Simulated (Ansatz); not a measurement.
GeO2:
```
CELL_PARAMETERS angstrom
      4.37934     0.00000     0.00000
      0.00000     4.37934     0.00000
      0.00000     0.00000     2.86450
ATOMIC_POSITIONS crystal
  Ge 0.50000 0.50000 0.50000
  Ge 0.00000 0.00000 0.00000
  O  0.69418 0.69418 0.00000
  O  0.30582 0.30582 0.00000
  O  0.80582 0.19418 0.50000
  O  0.19418 0.80582 0.50000
```

Relaxed with LDA.

Q: Give the optical modes at the zone centre with their infrared and Raman activity from DFPT, DFT-LDA in the program Ansatz with PAW potentials.

A: Transverse frequencies, without the LO–TO term; a row sums one degenerate level.

```csv
ω (cm⁻¹),degeneracy,IR ((D/Å)²/amu),Raman (Å⁴/amu),activity,symmetry
151,1,0.00,0.30,Raman,B1g
208,1,0.00,0,silent,B1u
300,2,38.53,0,IR,Eu
362,2,1.83,0,IR,Eu
449,1,0.00,0,silent,A2g
501,1,40.48,0,IR,A2u
521,2,0.00,0.40,Raman,Eg
643,1,0.00,0,silent,B1u
644,2,35.75,0,IR,Eu
689,1,0.00,45,Raman,A1g
842,1,0.00,5.1,Raman,B2g
```

Q: How high does the top mode go among those that the LO–TO term moves?

A: 812 cm⁻¹ for q along x, 812 cm⁻¹ for q along y, 773 cm⁻¹ for q along z.

Space group P4_2/mnm (rutile). Symmetry was held in the LDA relaxation; phonons on a q-mesh show no instability.

Potentials: the later of the program's two PAW sets.
